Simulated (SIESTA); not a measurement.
Co:

```
Co
1.0
     2.47200    0.00000    0.00000
    -1.23600    2.14081    0.00000
     0.00000    0.00000    4.02114
Co
2
Direct
  0.66667 0.33333 0.75000
  0.33333 0.66667 0.25000
```

| Item | Value |
| --- | --- |
| Program | SIESTA 5.4.2 |
| Task | single point |
| Functional | PBEsol |
| Potentials or basis | PseudoDojo 0.4 standard (PBEsol files) |
| Basis | DZP (energy shift 0.003 Ry; two zetas on semicore shells) |
| Grid cutoff | 800 Ry |
| Energy shift | 0.003 Ry |
| k mesh | 12 × 12 × 7 |
| Occupations | fermi-dirac, width 0.05 eV |
| Spin | collinear spin, ferromagnetic start |
| Starting moments | [2.0, 2.0] μB |

On this cell: pressure -5.2 GPa; largest force under 0.003 eV/Å; net moment 3.19 μB per cell; site moments Co +1.60 μB; band gap on the k mesh none (metal or under the smearing width).

The same run follows on a disturbed copy (atoms moved at random, drawn with an rms of 0.05 Å):

```
CELL_PARAMETERS angstrom
2.47200 0.00000 0.00000
-1.23600 2.14081 0.00000
0.00000 0.00000 4.02114
ATOMIC_POSITIONS crystal
Co 0.66485 0.31270 0.74273
Co 0.34334 0.65289 0.24011
```

Q: What does the disturbed cell give?

A: The energy (extrapolated to zero smearing) moves by +0.7 meV/atom; pressure -5.4 GPa; largest force 0.104 eV/Å; net moment 3.20 μB per cell; site moments Co +1.60 μB; band gap on the k mesh none (metal or under the smearing width).

Forces in eV/Å, atoms in the order of the input:
```
Co   0.056  0.041 -0.078
Co  -0.058 -0.041  0.077
```

Stress tensor (GPa, compression positive):
```
-4.98 -0.38  0.05
-0.38 -4.36 -0.01
 0.05 -0.01 -6.79
```

Caveats: short orbitals over semicore shells can move pressures by several GPa; the basis of atomic orbitals isn't converged, which shifts pressures, moduli and gaps.
